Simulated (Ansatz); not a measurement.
Input and command of a plane-wave DFT calculation in Ansatz:

```yaml
crystal:
  lattice:
    - [2.727221263, 0.0, 0.0]
    - [-1.3636106315, 2.3618428955, 0.0]
    - [0.0, 0.0, 4.413573351]
  atoms:
    - { symbol: Cd, position: [0.3333333333, 0.6666666667, 0.25] }
    - { symbol: Cd, position: [0.6666666667, 0.3333333333, 0.75] }
basis:
  ecutwfc: 420
kpoints:
  mp_grid: { grid: [6, 6, 4] }
hamiltonian:
  xc: pbe
scf:
  occupations: { method: gaussian, width: 0.1 }
output:
  forces: true
  stress: true
  eigenvalues: true
```

```bash
ansatz run input.yaml --threads 1 --pin off --max-ram 2560MiB --backend cpu --events-out ev --progress --plain --runs-dir out
```

Processor: Intel(R) Xeon(R) Processor @ 2.70GHz, 1 thread, on a host shared with other jobs.

How long does it run, and how much memory does it take?

About 0.8 s on 1 thread of Intel(R) Xeon(R) Processor @ 2.70GHz, with other jobs on the host, peak memory 0.29 GiB. It solves 24 bands at 21 k points (the mesh reduced by the symmetry that the task leaves, which can be less than the crystal's) with about 549 plane waves, in 6 SCF iterations.
